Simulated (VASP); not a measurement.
# AgCl (Pm-3m) in VASP: a series of runs

One crystal, AgCl, is run at these levels: PBE; tasks: single point.

Everything below comes from runs of VASP 6.6.1. Logs are shortened: lines on timing, memory, paths and dates and some standing lists are left out, and cuts for length are marked.

## 1. The structure

It takes space group Pm-3m (No. 221, cubic). The conventional cell has a = 3.434 Å, b = 3.434 Å, c = 3.434 Å, α = 90.00°, β = 90.00°, γ = 90.00°. Around Ag (site symmetry m-3m) lie 8 Cl at 2.97 Å. Cl (site symmetry m-3m) is surrounded by 8 Ag at 2.97 Å.

Measurements of this composition are mostly on another form, of space group No. 225.

## 2. Single point, PBE

File INCAR:

```
PREC     = Accurate       # precision mode
ENCUT    = 460            # plane-wave cutoff, eV
EDIFF    = 1E-4           # SCF threshold, eV
ISMEAR   = 0              # smearing method
SIGMA    = 0.05           # smearing width, eV
LREAL    = F              # projectors in reciprocal space
LASPH    = T              # aspherical terms in the spheres
NELM     = 100            # most SCF steps
ALGO     = Normal         # electronic algorithm
ISIF     = 2              # what is computed and relaxed
LWAVE    = F              # write WAVECAR
LCHARG   = F              # write CHGCAR
GGA      = PE             # functional
ADDGRID  = F
```

File KPOINTS:

```
Automatic mesh
0
Gamma
  4 4 4
```

File POSCAR:

```
AgCl
1.0
    3.4339730000      0.0000000000      0.0000000000
    0.0000000000      3.4339730000      0.0000000000
    0.0000000000      0.0000000000      3.4339730000
Ag Cl
1 1
Direct
    0.0000000000      0.0000000000      0.0000000000
    0.5000000000      0.5000000000      0.5000000000
```

Potentials or basis: VASP PAW PBE potentials, release 64 (Ag, Cl).

Command:

```
$ cat potpaw_PBE.64/Ag/POTCAR potpaw_PBE.64/Cl/POTCAR > POTCAR
$ mpirun -np 1 vasp_std > vasp.out
```

OUTCAR:

```text
PREC = Accurate
   ENCUT = 460
   EDIFF = 1E-4
   ISMEAR = 0
   LREAL = F
   LASPH = T
   NELM = 100
   ISIF = 2
   GGA = PE

 Found     10 irreducible k-points:

 Following reciprocal coordinates:
            Coordinates               Weight
  0.000000  0.000000  0.000000      1.000000
  0.250000  0.000000  0.000000      6.000000
  0.500000  0.000000  0.000000      3.000000
  0.250000  0.250000  0.000000     12.000000
  0.500000  0.250000  0.000000     12.000000
  0.500000  0.500000  0.000000      3.000000
   k-points           NKPTS =     10   k-points in BZ     NKDIM =     10   number of bands    NBANDS=     13
   number of dos      NEDOS =    301   number of ions     NIONS =      2
   total plane-waves  NPLWV =  13824
   dimension x,y,z NGX =    24 NGY =   24 NGZ =   24
   dimension x,y,z NGXF=    48 NGYF=   48 NGZF=   48
   ions per type =               1   1
   NGX,Y,Z   is equivalent  to a cutoff of  11.62, 11.62, 11.62 a.u.
   NGXF,Y,Z  is equivalent  to a cutoff of  23.24, 23.24, 23.24 a.u.
 SYSTEM =  unknown system
   PREC   = accura    normal or accurate (medium, high low for compatibility)
   ISTART =      0    job   : 0-new  1-cont  2-samecut
   ICHARG =      2    charge: 1-file 2-atom 10-const
   ISPIN  =      1    spin polarized calculation?
   LNONCOLLINEAR =      F non collinear calculations
   LSORBIT =      F    spin-orbit coupling
   LASPH  =      T    aspherical Exc in radial PAW
   ENCUT  =  460.0 eV  33.81 Ry    5.81 a.u.   6.01  6.01  6.01*2*pi/ulx,y,z
   NELM   =    100;   NELMIN=  2; NELMDL= -5     # of ELM steps
   EDIFF  = 0.1E-03   stopping-criterion for ELM
   LREAL  =      F    real-space projection
   EDIFFG = 0.1E-02   stopping-criterion for IOM
   NSW    =      0    number of steps for IOM
   IBRION =     -1    ionic relax: 0-MD 1-quasi-New 2-CG
   NFREE  =      0    steps in history (QN), initial steepest desc. (CG)
   ISIF   =      2    stress and relaxation
   ISYM   =      2    0-nonsym 1-usesym 2-fastsym
   POTIM  = 0.5000    time-step for ionic-motion
   TEBEG  =    0.0;   TEEND  =   0.0 temperature during run
   PSTRESS=    0.0 pullay stress
   NELECT =      18.0000    total number of electrons
   NUPDOWN=      -1.0000    fix difference up-down
   EMIN   =  10.00;   EMAX   =-10.00  energy-range for DOS
   EFERMI =   0.00;   METHOD = LEGACY
   ISMEAR =     0;   SIGMA  =   0.05  broadening in eV -4-tet -1-fermi 0-gaus
   EFERMI_NEDOS =   21; number of points for ismear=-14 and -15
   IALGO  =     38    algorithm
   IMIX   =      4    mixing-type and parameters
     AMIX     =   0.40;   BMIX     =  1.00
     AMIX_MAG =   1.60;   BMIX_MAG =  1.00
  volume/ion in A,a.u.               =      20.25       136.63
  Fermi-wavevector in a.u.,A,eV,Ry     =   1.249402  2.361027 21.238760  1.561005
  Thomas-Fermi vector in A             =   2.383444
   LORBIT       =      0    0 simple, 1 ext, 2 COOP (PROOUT), +10 PAW based schemes
   GGA     = PE    functional components
   LHFCALC =     F    Hartree Fock is set to
   AEXX    =    0.0000 exact exchange contribution
   IVDW    =     0    specifies the selected vdW correction
   LEPSILON=     F    determine dielectric tensor
   LRPA    =     F    only Hartree local field effects (RPA)
 non-spin polarized calculation
 Gauss-broadening in eV      SIGMA  =   0.05
  energy-cutoff  :      460.00
  volume of cell :       40.49
 maximum number of plane-waves:       925
   NGX = 13   NGY = 13   NGZ = 13

 number of electron      17.9999990 magnetization

 Free energy of the ion-electron system (eV)
  ---------------------------------------------------
  ext. energy  EPLUGINS =         0.00000000
  ---------------------------------------------------
  free energy    TOTEN  =        -5.09559653 eV

  energy without entropy =       -5.09559653  energy(sigma->0) =       -5.09559653

 E-fermi :   4.1743     XC(G=0): -10.3806

 val. band max:        3.9000111744   @ k =   0.5000   0.0000   0.0000
 cond. band min:       4.4612135612   @ k =   0.0000   0.0000   0.0000
 fundamental gap:      0.5612023869
 Fermi energy:         4.1742900325

 k-point     1 :       0.0000    0.0000    0.0000
  band No.  band energies     occupation
      1     -10.6590      2.00000
      2       1.1637      2.00000
      3       1.1637      2.00000
      4       2.1010      2.00000
      5       2.1010      2.00000
      6       2.1010      2.00000
      7       2.4068      2.00000
      8       2.4068      2.00000
      9       2.4068      2.00000
     10       4.4612      0.00000
     11      13.3314      0.00000
     12      13.3314      0.00000
     13      17.5468      0.00000

 k-point     2 :       0.2500    0.0000    0.0000
  band No.  band energies     occupation
      1     -10.4387      2.00000
      2       0.0439      2.00000
      3       1.2349      2.00000
      4       1.3688      2.00000
      5       1.3688      2.00000
      6       2.0206      2.00000
      7       2.1259      2.00000
      8       3.3382      2.00000
      9       3.3382      2.00000
     10       6.3836      0.00000
     11      12.5153      0.00000
     12      13.3274      0.00000
     13      15.3122      0.00000

 k-point     3 :       0.5000    0.0000    0.0000
  band No.  band energies     occupation
      1     -10.1938      2.00000
      2      -1.1039      2.00000
      3       1.0413      2.00000
      4       1.0413      2.00000
      5       1.3080      2.00000
      6       2.1509      2.00000
      7       2.4635      2.00000
      8       3.9000      2.00000
      9       3.9000      2.00000
     10       8.8025      0.00000
     11       9.4034      0.00000
     12      13.3214      0.00000
     13      13.9144      0.00000

 k-point     4 :       0.2500    0.2500    0.0000
  band No.  band energies     occupation
      1     -10.2524      2.00000
      2       0.0873      2.00000
      3       0.7424      2.00000
      4       1.4134      2.00000
      5       1.4921      2.00000
      6       1.9588      2.00000
      7       2.3111      2.00000
      8       2.3601      2.00000
      9       3.4823      2.00000
     10       7.5982      0.00000
     11      11.6908      0.00000
     12      13.4313      0.00000
     13      14.7844      0.00000

 k-point     5 :       0.5000    0.2500    0.0000
  band No.  band energies     occupation
      1     -10.0491      2.00000
      2      -0.5343      2.00000
      3       0.7517      2.00000
      4       1.3480      2.00000
      5       1.4766      2.00000
      6       1.9784      2.00000
      7       2.4169      2.00000
      8       2.5552      2.00000
      9       3.5486      2.00000
     10       7.9390      0.00000
     11      10.6648      0.00000
     12      13.4102      0.00000
     13      14.6984      0.00000

 k-point     6 :       0.5000    0.5000    0.0000
  band No.  band energies     occupation
      1      -9.8944      2.00000
      2       0.3378      2.00000
      3       0.3378      2.00000
      4       1.3995      2.00000
      5       1.7902      2.00000
      6       1.8165      2.00000
      7       1.8165      2.00000
      8       2.3962      2.00000
      9       3.0329      2.00000
     10       6.6910      0.00000
     11      12.8234      0.00000
     12      12.8234      0.00000
     13      14.5178      0.00000

 [... further k-points ...]

------------------------ aborting loop because EDIFF is reached ----------------------------------------

  FORCE on cell =-STRESS in cart. coord.  units (eV):
  Direction    XX          YY          ZZ          XY          YZ          ZX
  --------------------------------------------------------------------------------------
  -------------------------------------------------------------------------------------
  Total       -0.0080830     -0.0080830     -0.0080830     -0.0000000     -0.0000000     -0.0000000
  in kB       -0.3198111     -0.3198111     -0.3198111     -0.0000000     -0.0000000     -0.0000000
  external PRESSURE =      -0.3198111 kB  Pullay stress =       0.0000000 kB

 VOLUME and BASIS-vectors are now :
 -----------------------------------------------------------------------------
  energy-cutoff  :      460.00
  volume of cell :       40.49
      direct lattice vectors                 reciprocal lattice vectors
     3.433973000  0.000000000  0.000000000     0.291207881  0.000000000  0.000000000
     0.000000000  3.433973000  0.000000000     0.000000000  0.291207881  0.000000000
     0.000000000  0.000000000  3.433973000     0.000000000  0.000000000  0.291207881

 POSITION                                       TOTAL-FORCE (eV/Angst)
 -----------------------------------------------------------------------------------
      0.00000      0.00000      0.00000         0.000000      0.000000      0.000000
      1.71699      1.71699      1.71699         0.000000      0.000000      0.000000
 -----------------------------------------------------------------------------------
    total drift:                               -0.000000      0.000000     -0.000000

  FREE ENERGIE OF THE ION-ELECTRON SYSTEM (eV)
  ---------------------------------------------------
  free  energy   TOTEN  =        -5.0955965253 eV

  energy  without entropy=       -5.0955965253  energy(sigma->0) =       -5.09559653
```

It took 2.9 s on 1 thread of AMD EPYC 9R45 (Zen 5), shared host; peak memory 0.1 GiB.

The run converged, but some of its settings lie outside the range that counts as converged, so its numbers aren't taken as properties of the crystal.

What came out:

| Item | Value |
| --- | --- |
| Free energy | -5.0956 eV |
| Pressure | 0.0 GPa |
| Band gap on the k mesh | 0.56 eV, indirect (least direct gap 2.05 eV) |

Caveat: the k mesh is coarse (spacing up to 0.46 Å⁻¹), so the values aren't converged.

## 3. Single point, PBE

Edit INCAR of step 2 so:

```diff
@@ -2,3 +2,3 @@
 ENCUT    = 460            # plane-wave cutoff, eV
-EDIFF    = 1E-4           # SCF threshold, eV
+EDIFF    = 1E-5           # SCF threshold, eV
 ISMEAR   = 0              # smearing method
```

KPOINTS is that of step 2.

POSCAR is that of step 2.

Potentials or basis: VASP PAW PBE potentials, release 64 (Ag, Cl).

Command:

```
$ cat potpaw_PBE.64/Ag/POTCAR potpaw_PBE.64/Cl/POTCAR > POTCAR
$ mpirun -np 1 vasp_std > vasp.out
```

It took 3.2 s on 1 thread of AMD EPYC 9R45 (Zen 5), shared host; peak memory 0.1 GiB.

The run converged, but some of its settings lie outside the range that counts as converged, so its numbers aren't taken as properties of the crystal.

Results:

| Item | Value |
| --- | --- |
| Free energy | -5.0956 eV |
| Pressure | 0.0 GPa |
| Band gap on the k mesh | 0.56 eV, indirect (least direct gap 2.06 eV) |

Caveat: the k mesh is coarse (spacing up to 0.46 Å⁻¹), so the values aren't converged.

## 4. Single point, PBE

Edit INCAR of step 3 so:

```diff
@@ -2,3 +2,3 @@
 ENCUT    = 460            # plane-wave cutoff, eV
-EDIFF    = 1E-5           # SCF threshold, eV
+EDIFF    = 1E-6           # SCF threshold, eV
 ISMEAR   = 0              # smearing method
@@ -13,2 +13,2 @@
 GGA      = PE             # functional
-ADDGRID  = F
+ADDGRID  = T
```

KPOINTS is that of step 3.

POSCAR is that of step 3.

Command:

```
$ cat potpaw_PBE.64/Ag/POTCAR potpaw_PBE.64/Cl/POTCAR > POTCAR
$ mpirun -np 1 vasp_std > vasp.out
```

Wall time 4.9 s (1 thread of AMD EPYC 9R45 (Zen 5), shared host); peak memory 0.14 GiB.

These settings aren't checked as converged: the numbers below hold their error.

What came out:

| Quantity | Value |
| --- | --- |
| Free energy | -5.0956 eV |
| Pressure | 0.0 GPa |
| Band gap on the k mesh | 0.56 eV, indirect (least direct gap 2.05 eV) |

Caveat: the k mesh is coarse (spacing up to 0.46 Å⁻¹), so the values aren't converged.

## 5. Single point, PBE

Edit INCAR of step 4 so:

```diff
@@ -6,3 +6,3 @@
 LREAL    = F              # projectors in reciprocal space
-LASPH    = T              # aspherical terms in the spheres
+LASPH    = F              # aspherical terms in the spheres
 NELM     = 100            # most SCF steps
@@ -13,2 +13,2 @@
 GGA      = PE             # functional
-ADDGRID  = T
+ADDGRID  = F
```

KPOINTS is that of step 4.

POSCAR is that of step 4.

Potentials or basis: VASP PAW PBE potentials, release 64 (Ag, Cl).

Command:

```
$ cat potpaw_PBE.64/Ag/POTCAR potpaw_PBE.64/Cl/POTCAR > POTCAR
$ mpirun -np 1 vasp_std > vasp.out
```

OUTCAR:

```text
PREC = Accurate
   ENCUT = 460
   EDIFF = 1E-6
   ISMEAR = 0
   LREAL = F
   LASPH = F
   NELM = 100
   ISIF = 2
   GGA = PE

 Found     10 irreducible k-points:

 Following reciprocal coordinates:
            Coordinates               Weight
  0.000000  0.000000  0.000000      1.000000
  0.250000  0.000000  0.000000      6.000000
  0.500000  0.000000  0.000000      3.000000
  0.250000  0.250000  0.000000     12.000000
  0.500000  0.250000  0.000000     12.000000
  0.500000  0.500000  0.000000      3.000000
   k-points           NKPTS =     10   k-points in BZ     NKDIM =     10   number of bands    NBANDS=     13
   number of dos      NEDOS =    301   number of ions     NIONS =      2
   total plane-waves  NPLWV =  13824
   dimension x,y,z NGX =    24 NGY =   24 NGZ =   24
   dimension x,y,z NGXF=    48 NGYF=   48 NGZF=   48
   ions per type =               1   1
   NGX,Y,Z   is equivalent  to a cutoff of  11.62, 11.62, 11.62 a.u.
   NGXF,Y,Z  is equivalent  to a cutoff of  23.24, 23.24, 23.24 a.u.
 SYSTEM =  unknown system
   PREC   = accura    normal or accurate (medium, high low for compatibility)
   ISTART =      0    job   : 0-new  1-cont  2-samecut
   ICHARG =      2    charge: 1-file 2-atom 10-const
   ISPIN  =      1    spin polarized calculation?
   LNONCOLLINEAR =      F non collinear calculations
   LSORBIT =      F    spin-orbit coupling
   LASPH  =      F    aspherical Exc in radial PAW
   ENCUT  =  460.0 eV  33.81 Ry    5.81 a.u.   6.01  6.01  6.01*2*pi/ulx,y,z
   NELM   =    100;   NELMIN=  2; NELMDL= -5     # of ELM steps
   EDIFF  = 0.1E-05   stopping-criterion for ELM
   LREAL  =      F    real-space projection
   EDIFFG = 0.1E-04   stopping-criterion for IOM
   NSW    =      0    number of steps for IOM
   IBRION =     -1    ionic relax: 0-MD 1-quasi-New 2-CG
   NFREE  =      0    steps in history (QN), initial steepest desc. (CG)
   ISIF   =      2    stress and relaxation
   ISYM   =      2    0-nonsym 1-usesym 2-fastsym
   POTIM  = 0.5000    time-step for ionic-motion
   TEBEG  =    0.0;   TEEND  =   0.0 temperature during run
   PSTRESS=    0.0 pullay stress
   NELECT =      18.0000    total number of electrons
   NUPDOWN=      -1.0000    fix difference up-down
   EMIN   =  10.00;   EMAX   =-10.00  energy-range for DOS
   EFERMI =   0.00;   METHOD = LEGACY
[... 18 lines left out ...]
  energy-cutoff  :      460.00
  volume of cell :       40.49
 maximum number of plane-waves:       925
   NGX = 13   NGY = 13   NGZ = 13

 number of electron      17.9999990 magnetization

 Free energy of the ion-electron system (eV)
  ---------------------------------------------------
  ext. energy  EPLUGINS =         0.00000000
  ---------------------------------------------------
  free energy    TOTEN  =        -5.09554825 eV

  energy without entropy =       -5.09554825  energy(sigma->0) =       -5.09554825

 E-fermi :   4.1748     XC(G=0): -10.3804

 val. band max:        3.9007590806   @ k =   0.5000   0.0000   0.0000
 cond. band min:       4.4619663487   @ k =   0.0000   0.0000   0.0000
 fundamental gap:      0.5612072681
 Fermi energy:         4.1748499494

 k-point     1 :       0.0000    0.0000    0.0000
  band No.  band energies     occupation
      1     -10.6585      2.00000
      2       1.1630      2.00000
      3       1.1630      2.00000
      4       2.1016      2.00000
      5       2.1016      2.00000
      6       2.1016      2.00000
      7       2.4073      2.00000
      8       2.4073      2.00000
      9       2.4073      2.00000
     10       4.4620      0.00000
     11      13.3312      0.00000
     12      13.3312      0.00000
     13      17.5474      0.00000
[... 66 lines left out ...]
  band No.  band energies     occupation
      1      -9.8938      2.00000
      2       0.3381      2.00000
      3       0.3381      2.00000
      4       1.3988      2.00000
      5       1.7909      2.00000
      6       1.8171      2.00000
      7       1.8171      2.00000
      8       2.3951      2.00000
      9       3.0335      2.00000
     10       6.6911      0.00000
     11      12.8247      0.00000
     12      12.8247      0.00000
     13      14.5178      0.00000

 [... further k-points ...]

------------------------ aborting loop because EDIFF is reached ----------------------------------------

  FORCE on cell =-STRESS in cart. coord.  units (eV):
  Direction    XX          YY          ZZ          XY          YZ          ZX
  --------------------------------------------------------------------------------------
  -------------------------------------------------------------------------------------
  Total       -0.0024500     -0.0024500     -0.0024500     -0.0000000      0.0000000      0.0000000
  in kB       -0.0969367     -0.0969367     -0.0969367     -0.0000000      0.0000000      0.0000000
  external PRESSURE =      -0.0969367 kB  Pullay stress =       0.0000000 kB

 VOLUME and BASIS-vectors are now :
 -----------------------------------------------------------------------------
  energy-cutoff  :      460.00
  volume of cell :       40.49
      direct lattice vectors                 reciprocal lattice vectors
     3.433973000  0.000000000  0.000000000     0.291207881  0.000000000  0.000000000
     0.000000000  3.433973000  0.000000000     0.000000000  0.291207881  0.000000000
     0.000000000  0.000000000  3.433973000     0.000000000  0.000000000  0.291207881

 POSITION                                       TOTAL-FORCE (eV/Angst)
 -----------------------------------------------------------------------------------
      0.00000      0.00000      0.00000         0.000000      0.000000      0.000000
      1.71699      1.71699      1.71699         0.000000      0.000000      0.000000
 -----------------------------------------------------------------------------------
    total drift:                               -0.000000      0.000000     -0.000000

  FREE ENERGIE OF THE ION-ELECTRON SYSTEM (eV)
  ---------------------------------------------------
  free  energy   TOTEN  =        -5.0955482522 eV

  energy  without entropy=       -5.0955482522  energy(sigma->0) =       -5.09554825
```

stdout:

```text
POSCAR found type information on POSCAR AgCl
 POSCAR found :  2 types and       2 ions
 scaLAPACK will be used
 LDA part: xc-table for (Slater+PW92), standard interpolation
 POSCAR, INCAR and KPOINTS ok, starting setup
 FFT: planning ... GRIDC
 FFT: planning ... GRID_SOFT
 FFT: planning ... GRID
 WAVECAR not read
 entering main loop
```

Run time: 3.1 s. Hardware: 1 thread of AMD EPYC 9R45 (Zen 5), shared host; peak memory 0.1 GiB.

The run converged, but some of its settings lie outside the range that counts as converged, so its numbers aren't taken as properties of the crystal.

What came out:

| Quantity | Value |
| --- | --- |
| Free energy | -5.0955 eV |
| Pressure | 0.0 GPa |
| Band gap on the k mesh | 0.56 eV, indirect (least direct gap 2.05 eV) |

Caveat: the k mesh is coarse (spacing up to 0.46 Å⁻¹), so the values aren't converged.
